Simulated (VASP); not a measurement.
Set up this calculation in VASP 6.6.1, as the native input.

```yaml
Task: relaxation of cell and atoms
Functional: PBEsol
Potentials_or_basis: VASP PAW PBE potentials, release 64 (Mo_sv)
Cutoff: 600 eV
k_mesh: 16 × 16 × 16
Occupations: methfessel-paxton, width 0.1 eV
Spin: no spin polarisation
Target_pressure: 45 GPa
Further_INCAR_settings: ALGO = Normal; EDIFF = 1e-07; IBRION = 2; EDIFFG = -0.005; NSW = 90; ISIF = 3
Target_pressure: 45 GPa
```

The structure of Mo lies in POSCAR:

```
Mo                                      
1.0
   -1.5019228792      1.5019228792      1.5019228792
    1.5019228792     -1.5019228792      1.5019228792
    1.5019228792      1.5019228792     -1.5019228792
  Mo            
     1
Direct
     0.0000000000000000    0.0000000000000000    0.0000000000000000
```

The input as run:

INCAR

```
SYSTEM = Mo
  PREC = Accurate
  ENCUT = 600
  EDIFF = 1E-7
  ISMEAR = 1
  SIGMA = 0.1
  LREAL = .False.
  LASPH = .True.
  NELM = 80
  ALGO = Normal
  ISIF = 3
  LWAVE = .False.
  LCHARG = .False.
  GGA = PS
  IBRION = 2
  NSW = 90
  EDIFFG = -0.005
  PSTRESS = 450.0
  KPAR = 2
```

KPOINTS

```
regular mesh
0
Gamma
  16 16 16
  0 0 0
```

Potentials or basis: VASP PAW PBE potentials, release 64 (Mo_sv).

Launch:

```console
$ cat potpaw_PBE.64/Mo_sv/POTCAR > POTCAR
$ mpirun -np 2 vasp_std > vasp.out
```

Results of the run:

| Property | Result |
| --- | --- |
| Relaxed volume | 13.55 Å³/atom |
| Relaxed cell | a = 2.601 Å, b = 2.601 Å, c = 2.601 Å, α = 109.47°, β = 109.47°, γ = 109.47° |
| Space group after relaxing (to 0.05 Å) | Im-3m (No. 229) |
| Energy change on relaxing (the enthalpy is what falls) | +0.5 meV/atom |
| Ionic steps | 3 |
| Pressure after relaxing | 45.0 GPa |
| Band gap on the k mesh | none (metal or under the smearing width) |

Caveat: the cell is relaxed towards a set pressure, so the enthalpy falls and the energy may rise; the PAW data sets were made with another functional, which shifts forces and pressure a little.

It took 9.4 s on 2 MPI ranks on Intel(R) Xeon(R) 6975P-C (Granite Rapids) (shared host), peak memory 0.15 GiB a rank.
